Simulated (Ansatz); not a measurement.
**The bulk modulus of Te2Mo from a series of volumes**

Reference cell: an entry of the Crystallography Open Database (COD) whose atoms were relaxed with PBE, the cell held.

Space group P6_3/mmc (No. 194); a = 3.5182, c = 13.9736 Å, γ = 120.00°.

```
site  Wyckoff  site symmetry       x       y       z
  Te       4f            3m.  0.3333  0.6667  0.6201
  Mo       2c           -6m2  0.3333  0.6667  0.2500
```

One atom of each set is listed.

Level of theory: DFT, PBE, plane waves and PAW, scalar-relativistic, 420 eV cutoff, Γ-centred 14×14×3 k-points, Fermi–Dirac smearing 0.02 eV (Ansatz 0.2.0).

The cell is scaled uniformly, and the ions relax again at each size.

| V/V₀ | pressure (GPa) | gap on the k-mesh (eV) |
| --- | --- | --- |
| 0.94 | 5.8 | 0.62 |
| 0.96 | 4.4 | 0.69 |
| 0.98 | 3.2 | 0.71 |
| 1.00 | 2.2 | 0.74 |
| 1.02 | ? | ? |
| 1.04 | 0.5 | 0.78 |
| 1.06 | -0.2 | 0.80 |

Problem. Estimate the row at V/V₀ = 1.02, the equilibrium volume and the bulk modulus.

Solution. pressure (GPa): 1.3; gap on the k-mesh (eV): 0.76. Worked: a parabola in ln(V/V₀) through the other 6 rows gives 1.2 GPa there. It crosses zero pressure at V/V₀ = 1.053, the equilibrium volume of this functional, where the bulk modulus is B = −dP/d ln V = 35 GPa. The shape of the cell is held, so in this non-cubic crystal both values are those of uniform scaling, and B is an upper bound to the hydrostatic one. No dispersion correction is included, which matters between the layers of this solid. The gap rises as the cell grows, from 0.62 to 0.80 eV, but not in even steps.

PBE gaps are too small, by a third to a half in many semiconductors; their changes with volume are better.
